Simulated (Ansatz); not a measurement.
# Re (P6_3/mmc) in Ansatz: settings compared

The runs below take Re through relaxation of cell and atoms, with revPBE+D4, BLYP+D3(BJ).

Everything below comes from runs of Ansatz 0.2.0. Logs are shortened: lines on timing, memory, paths and dates and some standing lists are left out, and cuts for length are marked.

**1. The structure**

Symmetry: P6_3/mmc, No. 194, hexagonal system. The conventional cell has a = 2.766 Å, b = 2.766 Å, c = 8.939 Å, α = 90.00°, β = 90.00°, γ = 120.00°. Re (site symmetry -6m2) is surrounded by 12 Re at 2.75 to 2.77 Å. Around Re (site symmetry -3m) lie 12 Re at 2.75 to 2.77 Å.

**2. Relaxation of cell and atoms, revPBE+D4**

input.yaml reads:

```yaml
crystal:
  lattice:
    - [2.7663873939, 0.0, 0.0]
    - [-1.3831936969, 2.3957617598, 0.0]
    - [0.0, 0.0, 8.93884516]
  atoms:
    - { symbol: Re, position: [0.6666666667, 0.3333333333, 0.75] }
    - { symbol: Re, position: [0.0, 0.0, 0.5] }
    - { symbol: Re, position: [0.3333333333, 0.6666666667, 0.25] }
    - { symbol: Re, position: [0.0, 0.0, 0.0] }
hamiltonian:
  xc: revpbe
  pseudopotentials: { kind: paw }
  dispersion: d4
kpoints:
  mp_grid: { grid: [11, 11, 3] }
scf:
  occupations: { method: fermi_dirac, width: 0.05 }
output:
  forces: true
  stress: true
relax:
  f_tol: 0.01
  max_steps: 40
  cell: { stress_tol: 0.05 }
```

Potentials or basis: Ansatz PAW.

Started as:

```sh
> ansatz run input.yaml --threads 2 --pin off --max-ram 5632MiB --backend cpu --events-out ev --progress --plain --runs-dir out
```

The program printed:

```text
Warning: RAYON_NUM_THREADS=2 ignored (pool sized by the plan → 2); use --threads N
Engine: ansatz 0.2.0, x86_64-unknown-linux-gnu
Pseudopotentials: kind: paw
Pseudopotential: Re, paw, valence charge 15, recommended cutoff 420 eV (normal), Re.paw.azcp
Functional definition: revPBE
  parameter kappa = 1.245
  parameter beta = 0.06672455060314922
  exchange = pbe_x(kappa = kappa, mu = beta*pi^2/3)
  correlation = pbe_c(beta = beta)
Crystal: 4 atoms, lattice volume = 59.243 Å³
Basis set: ecut = 420 eV, 1157 PW (Γ), exchange–correlation on 40×40×120 points (8 copies of the dense FFT grid, shifted against one another)
Bands: 36, of which v1, the nominal top of the filled ones, is band 30 counted from 1 (29 counted from 0)
Symmetry: 24 space group operations
Space group: P63/mmc (ITA 194), of the structure as read, at distance tolerance 3.9e-5 Å
k-points: 32 of 363
Non-local potential: Re, projectors of the file, l = 0: 3, l = 1: 2, l = 2: 2, l = 3: 1
PAW form: soft (Blöchl's): semilocal exchange-correlation on the pseudo side does not see the compensation charge
PAW frozen core: Re, regenerated for the run's functional, and the local potential with it (the file was generated under x = pbe(κ = 0.804, μ = 0.2195149727645171), c = pbe(β = 0.06672455060314922))
PAW one-centre angular grid: Re, 590 points (default); XC on 64 Gauss nodes
Initial density: superposition of atomic densities (neutral atoms: chi_scale 0, normalization atom), corrected by the library's trained network
Initial wavefunctions: pseudopotential atomic-orbital guess
Functional: x = revpbe(κ = 1.245, μ = 0.2195149727645171), c = pbe(β = 0.06672455060314922)
SCF iter   1: F=—  HF=-43513.179051 eV  |F-HF|=—  |Δ(HF+E_count)|=         —  Δρ=9.36e-3  dr2=3.09e-2  ethr=1.77e-3  ⟨swp⟩=5.3  Hψ=3937  notcnv=0
preconditioner: auto → Kerker (q_TF=auto, 2.734 Å⁻¹)  [metal: Δε(μ)=0.077 eV  Ē_g=5.470 eV  σ=0.050 eV  W_gap=0.33  n_scr=24 (ndim 8)  ℏωp=25.5 eV  f_vac=0.000  D(μ)=3.04/eV (n_scr^D=38)]
SCF iter   2: F=—  HF=-43513.179581 eV  |F-HF|=—  |Δ(HF+E_count)|=   5.30e-4  Δρ=5.10e-3  dr2=8.17e-3  ethr=5.14e-5  ⟨swp⟩=1.9  Hψ=1511  notcnv=0  defer=5
SCF iter   3: F=—  HF=-43513.180117 eV  |F-HF|=—  |Δ(HF+E_count)|=   5.36e-4  Δρ=6.10e-4  dr2=1.55e-4  ethr=1.36e-5  ⟨swp⟩=2.0  Hψ=1533  notcnv=0  defer=5
SCF iter   4: F=—  HF=-43513.180128 eV  |F-HF|=—  |Δ(HF+E_count)|=   1.01e-5  Δρ=7.22e-5  dr2=2.46e-6  ethr=2.59e-7  ⟨swp⟩=2.2  Hψ=1532  notcnv=0  defer=5
SCF iter   5: F=—  HF=-43513.180237 eV  |F-HF|=—  |Δ(HF+E_count)|=   1.09e-4  Δρ=1.77e-5  dr2=2.18e-7  ethr=4.10e-9  ⟨swp⟩=2.2  Hψ=1704  notcnv=0  defer=5
SCF iter   6: F=-43513.180237 eV  HF=-43513.180237 eV  |F-HF|=2.02e-9  |Δ(HF+E_count)|=   1.49e-8  Δρ=2.86e-6  dr2=4.91e-9  ethr=1.67e-10  ⟨swp⟩=4.0  Hψ=3666  notcnv=0
SCF 1 converged in 6 iterations: F = -43513.180237 eV  dr2 = 4.91e-9
relax step   1: F+E_penalty+E_count = -43513.18023671 eV  Δ(F+E_penalty+E_count) = +0.000e0 eV  max|allowed force component| = 4.973e-17 eV/Å  Δτ_max = 0.0000 Å  P = -4.475 GPa  Ω = 59.243 Å³  (6 SCF iters, dr2 threshold 1.00e-7 eV, accepted)
Crystal: 4 atoms, lattice volume = 56.678 Å³
Basis set: ecut = 420 eV, 1103 PW (Γ), exchange–correlation on 40×40×120 points (8 copies of the dense FFT grid, shifted against one another)
[... 48 lines left out ...]
iter 5 did not close the SCF: its close was put off for the readings that it lacked (scf_convergence_deferred on its scf_iter line)
SCF iter   5: F=-43513.190300 eV  HF=-43513.190300 eV  |F-HF|=1.46e-11  |Δ(HF+E_count)|=  1.46e-11  Δρ=8.19e-8  dr2=2.75e-12  ethr=1.00e-12  ⟨swp⟩=1.0  Hψ=1152  notcnv=0
iter 6 did not close the SCF: its close was put off for the readings that it lacked (scf_convergence_deferred on its scf_iter line)
SCF iter   6: F=-43513.190300 eV  HF=-43513.190300 eV  |F-HF|=1.46e-11  |Δ(HF+E_count)|=  1.46e-11  Δρ=8.53e-9  dr2=1.95e-14  ethr=1.00e-12  ⟨swp⟩=1.0  Hψ=1152  notcnv=0
iter 7 did not close the SCF: its close was put off for the readings that it lacked (scf_convergence_deferred on its scf_iter line)
SCF iter   7: F=-43513.190300 eV  HF=-43513.190300 eV  |F-HF|=7.28e-12  |Δ(HF+E_count)|=    0.00e0  Δρ=3.26e-9  dr2=3.14e-15  ethr=1.00e-12  ⟨swp⟩=1.0  Hψ=1152  notcnv=0
SCF iter   8: F=-43513.190300 eV  HF=-43513.190300 eV  |F-HF|=0.00e0  |Δ(HF+E_count)|=    0.00e0  Δρ=8.99e-10  dr2=1.50e-16  ethr=1.00e-12  ⟨swp⟩=1.0  Hψ=2432  notcnv=0
SCF 5 converged in 8 iterations: F = -43513.190300 eV  dr2 = 1.50e-16
relax step   5: F+E_penalty+E_count = -43513.19029996 eV  Δ(F+E_penalty+E_count) = +7.798e-4 eV  max|allowed force component| = 1.735e-17 eV/Å  Δτ_max = 0.0000 Å  P = +0.006 GPa  Ω = 58.538 Å³  stress off target by 1.06e-2 GPa  SCF on the basis re-selected at this cell (its energy is not comparable with the rows above)  (8 SCF iters)
basis re-selected at this cell: Δ(F+E_penalty+E_count) = +7.798e-4 eV, ΔP = +0.000 GPa vs the last step (what re-selecting the basis moved, of the pressure what is left beyond the Pulay correction that the steps carried, after the strain that the cell walked since its last selection, with what the two solves' SCF thresholds leave and, on support functions, any second-order correction that the steps lacked; it is no measure of the basis error at this ecutwfc). This SCF's stress stands 1.06e-2 GPa from its target on what of the cell is left free (relax.cell.stress_tol is 5.00e-2 GPa) and its largest allowed force component is 1.73e-17 eV/Å (relax.f_tol is 1.00e-2 eV/Å): within both
SCF converged after 8 iterations
Free energy (F): -43513.190300 eV
Harris-Foulkes:  -43513.190300 eV  (|F-HF|=0.00e0)
Internal energy: -43513.166184 eV  (E = F + TS)
E sigma→0 (E₀):  -43513.178242 eV
Entropy (-TS):   -0.024116 eV (-6.029 meV/atom)
Fermi energy:    24.287480 eV
--- Per-component energies (eV) ---
  E_band       = -274.052147
  E_kinetic    = 2167.726651
  E_local      = -3009.863386  (includes V_loc(G=0)·N_el)
  E_nonlocal   = 191.748103
  E_hartree    = 1082.881448
  E_xc         = -1618.608149
  E_vxc        = -1217.410405  (∫ρ·V_xc dr)
  E_paw        = -34671.675622  (= ΣΔE_a)
  E_vpaw       = -572.015696  (= ΣTr[D̂ρ^β])
  E_aug_tail   = -0.000311  (compensation charges beyond the density's cutoff)
  E_ewald      = -7651.215108
  E_disp       = -4.106619  (pairwise vdW)
  E_core_change = -0.053191  (= ΣΔE_core)
  E_smearing   = -0.024116  (= −TS)
  E_closure    = 0.000000  (closes the sum)
  Σ components = -43513.190300   (vs F -43513.190300, Δ=0.00e0)
--- Forces (eV/Å), atoms counted from 1 ---
  atom   1  Re    -0.00000000    -0.00000000     0.00000000
  atom   2  Re    -0.00000000    -0.00000000     0.00000000
  atom   3  Re     0.00000000     0.00000000     0.00000000
  atom   4  Re     0.00000000    -0.00000000     0.00000000
  max |Σ_I F_I| component: 2.31e-17 eV/Å
--- Stress (GPa, compression-positive) ---
        0.003744      -0.000000       0.000000
       -0.000000       0.003744       0.000000
        0.000000       0.000000       0.010564
  P = ⅓ Tr σ = 0.0060 GPa (0.060 kbar)
--- Relaxed structure (4 steps of the walk, 3 accepted, 1 SCFs on fresh bases) ---
  F+E_penalty+E_count = -43513.19029996 eV   max|allowed force component| = 1.735e-17 eV/Å   (the final SCF, on the basis selected at the relaxed cell)
  cell:  # Å, volume = 58.5377 Å³
    - [2.75437826846289, -2.874214788608913e-11, 0.0]
    - [-1.3771891342065534, 2.3853615521350284, 0.0]
    - [0.0, 0.0, 8.909586630772202]
  atoms:
    - { symbol: Re, position: [0.6666666666666667, 0.33333333333333337, 0.75] }
    - { symbol: Re, position: [1.4051351020551319e-34, -1.2560787906829938e-36, 0.5] }
    - { symbol: Re, position: [0.33333333333333326, 0.6666666666666667, 0.25] }
    - { symbol: Re, position: [1.3995659542559803e-34, 1.2560787940624156e-36, 0.0] }
```

Run time: 4.3 s. Hardware: 2 threads of Intel Xeon 6975P-C (Granite Rapids), shared host; peak memory 0.42 GiB.

What came out:

```yaml
Free_energy: -43513.1903 eV
Relaxed_volume: 14.63 Å³/atom
Relaxed_cell: a = 2.754 Å, b = 2.754 Å, c = 8.910 Å, α = 90.00°, β = 90.00°, γ = 120.00°
Space_group_after_relaxing_to_0.05_Å: P6_3/mmc (No. 194)
Energy_gained_by_relaxing: 2.5 meV/atom
Ionic_steps: 4
Pressure_after_relaxing: 0.0 GPa
```

Step by step:
```csv
step,energy change (eV),largest force (eV/Å),volume (Å³)
1,0.0000,0.0000,59.24
2,-0.0108,0.0000,58.58
3,-0.0108,0.0000,58.54
4,-0.0101,0.0000,58.54
```

Final structure:
```yaml
crystal:
  lattice:
    - [2.75438, 0.00000, 0.00000]
    - [-1.37719, 2.38536, 0.00000]
    - [0.00000, 0.00000, 8.90959]
  atoms:
    - { symbol: Re, position: [0.66667, 0.33333, 0.75000] }
    - { symbol: Re, position: [0.00000, 0.00000, 0.50000] }
    - { symbol: Re, position: [0.33333, 0.66667, 0.25000] }
    - { symbol: Re, position: [0.00000, 0.00000, 0.00000] }
```

Caveat: the plane-wave basis is chosen anew once the cell has moved, so the energies of steps on either side of that aren't comparable; the PAW data sets come from PBE, with cores solved anew for the run's functional, which leaves a small shift of forces and pressure.

**3. Relaxation of cell and atoms, BLYP+D3(BJ)**

Changes to input.yaml since step 2:

```diff
@@ -11,5 +11,5 @@
 hamiltonian:
-  xc: revpbe
+  xc: blyp
   pseudopotentials: { kind: paw }
-  dispersion: d4
+  dispersion: d3bj
 kpoints:
```

Potentials or basis: Ansatz PAW.

Started as:

```sh
> ansatz run input.yaml --threads 2 --pin off --max-ram 5632MiB --backend cpu --events-out ev --progress --plain --runs-dir out
```

The program printed:

```text
Warning: RAYON_NUM_THREADS=2 ignored (pool sized by the plan → 2); use --threads N
[... 3 set-up lines as earlier in the session ...]
Functional definition: BLYP
  parameter beta = 0.0042
  parameter a = 0.04918
  parameter b = 0.132
  parameter c = 0.2533
  parameter d = 0.349
  exchange = b88_x(beta = beta)
  correlation = lyp_c(a = a, b = b, c = c, d = d)
Crystal: 4 atoms, lattice volume = 59.243 Å³
Basis set: ecut = 420 eV, 1157 PW (Γ), exchange–correlation on 40×40×120 points (8 copies of the dense FFT grid, shifted against one another)
Bands: 36, of which v1, the nominal top of the filled ones, is band 30 counted from 1 (29 counted from 0)
[... 2 set-up lines as earlier in the session ...]
k-points: 32 of 363
[... 6 set-up lines as earlier in the session ...]
Functional: x = b88, c = lyp
SCF iter   1: F=—  HF=-43576.388209 eV  |F-HF|=—  |Δ(HF+E_count)|=         —  Δρ=1.69e-2  dr2=1.46e-1  ethr=1.77e-3  ⟨swp⟩=5.4  Hψ=3932  notcnv=0
preconditioner: auto → Kerker (q_TF=auto, 2.734 Å⁻¹)  [metal: Δε(μ)=0.034 eV  Ē_g=5.312 eV  σ=0.050 eV  W_gap=0.17  n_scr=24 (ndim 8)  ℏωp=25.5 eV  f_vac=0.000  D(μ)=2.76/eV (n_scr^D=26)]
SCF iter   2: F=—  HF=-43576.363768 eV  |F-HF|=—  |Δ(HF+E_count)|=   2.44e-2  Δρ=9.56e-3  dr2=4.50e-2  ethr=2.44e-4  ⟨swp⟩=2.0  Hψ=1561  notcnv=0  defer=13
SCF iter   3: F=—  HF=-43576.354204 eV  |F-HF|=—  |Δ(HF+E_count)|=   9.56e-3  Δρ=1.26e-3  dr2=5.82e-4  ethr=7.49e-5  ⟨swp⟩=2.0  Hψ=1742  notcnv=0  defer=13
SCF iter   4: F=—  HF=-43576.354270 eV  |F-HF|=—  |Δ(HF+E_count)|=   6.59e-5  Δρ=1.98e-4  dr2=1.56e-5  ethr=9.71e-7  ⟨swp⟩=2.4  Hψ=1803  notcnv=0  defer=13
SCF iter   5: F=—  HF=-43576.354300 eV  |F-HF|=—  |Δ(HF+E_count)|=   3.02e-5  Δρ=5.82e-5  dr2=1.44e-6  ethr=2.59e-8  ⟨swp⟩=2.0  Hψ=1556  notcnv=0  defer=13
SCF iter   6: F=-43576.354301 eV  HF=-43576.354301 eV  |F-HF|=2.00e-8  |Δ(HF+E_count)|=   7.76e-7  Δρ=8.76e-6  dr2=2.64e-8  ethr=1.67e-10  ⟨swp⟩=3.0  Hψ=4336  notcnv=0
SCF 1 converged in 6 iterations: F = -43576.354301 eV  dr2 = 2.64e-8
relax step   1: F+E_penalty+E_count = -43576.35430127 eV  Δ(F+E_penalty+E_count) = +0.000e0 eV  max|allowed force component| = 3.007e-17 eV/Å  Δτ_max = 0.0000 Å  P = -0.936 GPa  Ω = 59.243 Å³  (6 SCF iters, dr2 threshold 1.00e-7 eV, accepted)
Crystal: 4 atoms, lattice volume = 58.706 Å³
Basis set: ecut = 420 eV, 1151 PW (Γ), exchange–correlation on 40×40×120 points (8 copies of the dense FFT grid, shifted against one another)
Initial density: handed on by an earlier stage of this run
Initial wavefunctions: those handed on with the density
iter 1 solved again at ethr=7.89e-8 eV; its pass at ethr=3.10e-3 eV (dr2=4.73e-5 eV) is discarded
SCF iter   1: F=—  HF=-43576.352249 eV  |F-HF|=—  |Δ(HF+E_count)|=         —  Δρ=4.14e-4  dr2=7.36e-5  ethr=7.89e-8  ⟨swp⟩=3.2  Hψ=5953  notcnv=0
[... 16 lines left out ...]
SCF iter   4: F=—  HF=-43576.354932 eV  |F-HF|=—  |Δ(HF+E_count)|=   1.31e-6  Δρ=3.63e-6  dr2=7.76e-9  ethr=4.39e-10  ⟨swp⟩=2.0  Hψ=1572  notcnv=0
SCF iter   5: F=—  HF=-43576.354932 eV  |F-HF|=—  |Δ(HF+E_count)|=  2.69e-10  Δρ=8.59e-7  dr2=3.38e-10  ethr=1.29e-11  ⟨swp⟩=2.1  Hψ=2012  notcnv=0
SCF iter   6: F=-43576.354932 eV  HF=-43576.354932 eV  |F-HF|=7.28e-12  |Δ(HF+E_count)|=  1.16e-10  Δρ=1.63e-7  dr2=1.12e-11  ethr=1.00e-12  ⟨swp⟩=4.2  Hψ=3707  notcnv=0
SCF 3 converged in 6 iterations: F = -43576.354932 eV  dr2 = 1.12e-11
relax step   3: F+E_penalty+E_count = -43576.35493160 eV  Δ(F+E_penalty+E_count) = -6.303e-4 eV  max|allowed force component| = 1.619e-17 eV/Å  Δτ_max = 0.0000 Å  P = -0.008 GPa  Ω = 59.092 Å³  energy of the carried Pulay correction = +1.276e-4 eV  (6 SCF iters, accepted)
Initial wavefunctions: pseudopotential atomic-orbital guess (no wavefunctions were taken with the density)
iter 1 solved again at ethr=1.64e-8 eV; its pass at ethr=3.10e-3 eV (dr2=9.86e-6 eV) is discarded
SCF iter   1: F=—  HF=-43576.354801 eV  |F-HF|=—  |Δ(HF+E_count)|=         —  Δρ=7.39e-6  dr2=4.08e-9  ethr=1.64e-8  ⟨swp⟩=3.8  Hψ=7185  notcnv=0
SCF iter   2: F=—  HF=-43576.354824 eV  |F-HF|=—  |Δ(HF+E_count)|=   2.35e-5  Δρ=3.88e-6  dr2=1.11e-9  ethr=6.80e-12  ⟨swp⟩=2.7  Hψ=2219  notcnv=0
iter 3 did not close the SCF: its close was put off for the readings that it lacked (scf_convergence_deferred on its scf_iter line)
SCF iter   3: F=-43576.354824 eV  HF=-43576.354824 eV  |F-HF|=1.46e-11  |Δ(HF+E_count)|=  7.06e-10  Δρ=2.22e-7  dr2=1.48e-11  ethr=1.85e-12  ⟨swp⟩=2.0  Hψ=2076  notcnv=0
iter 4 did not close the SCF: its close was put off for the readings that it lacked (scf_convergence_deferred on its scf_iter line)
SCF iter   4: F=-43576.354824 eV  HF=-43576.354824 eV  |F-HF|=0.00e0  |Δ(HF+E_count)|=    0.00e0  Δρ=1.03e-7  dr2=3.18e-12  ethr=1.00e-12  ⟨swp⟩=1.0  Hψ=1152  notcnv=0
iter 5 did not close the SCF: its close was put off for the readings that it lacked (scf_convergence_deferred on its scf_iter line)
SCF iter   5: F=-43576.354824 eV  HF=-43576.354824 eV  |F-HF|=7.28e-12  |Δ(HF+E_count)|=  7.28e-12  Δρ=1.45e-8  dr2=8.06e-14  ethr=1.00e-12  ⟨swp⟩=1.0  Hψ=1152  notcnv=0
iter 6 did not close the SCF: its close was put off for the readings that it lacked (scf_convergence_deferred on its scf_iter line)
SCF iter   6: F=-43576.354824 eV  HF=-43576.354824 eV  |F-HF|=0.00e0  |Δ(HF+E_count)|=  7.28e-12  Δρ=4.87e-9  dr2=1.04e-14  ethr=1.00e-12  ⟨swp⟩=1.0  Hψ=1152  notcnv=0
SCF iter   7: F=-43576.354824 eV  HF=-43576.354824 eV  |F-HF|=2.91e-11  |Δ(HF+E_count)|=  7.28e-12  Δρ=8.43e-10  dr2=2.76e-16  ethr=1.00e-12  ⟨swp⟩=1.0  Hψ=2432  notcnv=0
SCF 4 converged in 7 iterations: F = -43576.354824 eV  dr2 = 2.76e-16
relax step   4: F+E_penalty+E_count = -43576.35482403 eV  Δ(F+E_penalty+E_count) = +1.076e-4 eV  max|allowed force component| = 1.619e-17 eV/Å  Δτ_max = 0.0000 Å  P = -0.010 GPa  Ω = 59.092 Å³  stress off target by 2.57e-2 GPa  SCF on the basis re-selected at this cell (its energy is not comparable with the rows above)  (7 SCF iters)
basis re-selected at this cell: Δ(F+E_penalty+E_count) = +1.076e-4 eV, ΔP = -0.001 GPa vs the last step (what re-selecting the basis moved, of the pressure what is left beyond the Pulay correction that the steps carried, after the strain that the cell walked since its last selection, with what the two solves' SCF thresholds leave and, on support functions, any second-order correction that the steps lacked; it is no measure of the basis error at this ecutwfc). This SCF's stress stands 2.57e-2 GPa from its target on what of the cell is left free (relax.cell.stress_tol is 5.00e-2 GPa) and its largest allowed force component is 1.62e-17 eV/Å (relax.f_tol is 1.00e-2 eV/Å): within both
SCF converged after 7 iterations
Free energy (F): -43576.354824 eV
Harris-Foulkes:  -43576.354824 eV  (|F-HF|=2.91e-11)
Internal energy: -43576.330723 eV  (E = F + TS)
E sigma→0 (E₀):  -43576.342774 eV
Entropy (-TS):   -0.024101 eV (-6.025 meV/atom)
Fermi energy:    24.497588 eV
--- Per-component energies (eV) ---
  E_band       = -259.505702
  E_kinetic    = 2170.455973
  E_local      = -3058.828707  (includes V_loc(G=0)·N_el)
  E_nonlocal   = 196.010478
  E_hartree    = 1100.832342
  E_xc         = -1598.370417
  E_vxc        = -1194.653751  (∫ρ·V_xc dr)
  E_paw        = -34753.585393  (= ΣΔE_a)
  E_vpaw       = -574.154065  (= ΣTr[D̂ρ^β])
  E_aug_tail   = -0.000315  (compensation charges beyond the density's cutoff)
  E_ewald      = -7627.162234
  E_disp       = -6.349564  (pairwise vdW)
  E_core_change = 0.667115  (= ΣΔE_core)
  E_smearing   = -0.024101  (= −TS)
  E_closure    = 0.000000  (closes the sum)
  Σ components = -43576.354824   (vs F -43576.354824, Δ=0.00e0)
--- Forces (eV/Å), atoms counted from 1 ---
  atom   1  Re     0.00000000     0.00000000     0.00000000
  atom   2  Re     0.00000000    -0.00000000     0.00000000
  atom   3  Re     0.00000000    -0.00000000     0.00000000
  atom   4  Re     0.00000000     0.00000000    -0.00000000
  max |Σ_I F_I| component: 9.25e-18 eV/Å
--- Stress (GPa, compression-positive) ---
       -0.001498       0.000000       0.000000
        0.000000      -0.001498       0.000000
        0.000000       0.000000      -0.025721
  P = ⅓ Tr σ = -0.0096 GPa (-0.096 kbar)
--- Relaxed structure (3 steps of the walk, 2 accepted, 1 SCFs on fresh bases) ---
  F+E_penalty+E_count = -43576.35482403 eV   max|allowed force component| = 1.619e-17 eV/Å   (the final SCF, on the basis selected at the relaxed cell)
  cell:  # Å, volume = 59.0921 Å³
    - [2.7648913936439974, -2.8851853325365377e-11, 0.0]
    - [-1.3824456967970122, 2.394466185615088, 0.0]
    - [0.0, 0.0, 8.925708550755154]
  atoms:
    - { symbol: Re, position: [0.6666666666666666, 0.3333333333333332, 0.7499999999999999] }
    - { symbol: Re, position: [3.327101176977683e-35, -2.6011298325053293e-35, 0.4999999999999999] }
    - { symbol: Re, position: [0.3333333333333332, 0.6666666666666665, 0.24999999999999994] }
    - { symbol: Re, position: [3.292894496352073e-35, -2.705803065203746e-35, 0.0] }
```

Run time: 3 s. Hardware: 2 threads of Intel Xeon 6975P-C (Granite Rapids), shared host; peak memory 0.42 GiB.

What came out:

- Free energy: -43576.3548 eV
- Relaxed volume: 14.77 Å³/atom
- Relaxed cell: a = 2.765 Å, b = 2.765 Å, c = 8.926 Å, α = 90.00°, β = 90.00°, γ = 120.00°
- Space group after relaxing (to 0.05 Å): P6_3/mmc (No. 194)
- Energy gained by relaxing: 0.1 meV/atom
- Ionic steps: 3
- Pressure after relaxing: 0.0 GPa

Step by step:
```tsv
step	energy change (eV)	largest force (eV/Å)	volume (Å³)
1	0.0000	0.0000	59.24
2	-0.0006	0.0000	59.09
3	-0.0005	0.0000	59.09
```

Final structure:
```xyz
4
Lattice="2.7649 0.0000 0.0000 -1.3824 2.3945 0.0000 0.0000 0.0000 8.9257" Properties=species:S:1:pos:R:3 pbc="T T T"
Re    1.3824    0.7982    6.6943
Re    0.0000    0.0000    4.4629
Re    0.0000    1.5963    2.2314
Re    0.0000    0.0000    0.0000
```

Caveat: the plane-wave basis is chosen anew once the cell has moved, so the energies of steps on either side of that aren't comparable; the PAW data sets come from PBE, with cores solved anew for the run's functional, which leaves a small shift of forces and pressure. The run has no spin-orbit coupling, so splittings on Re are missing.
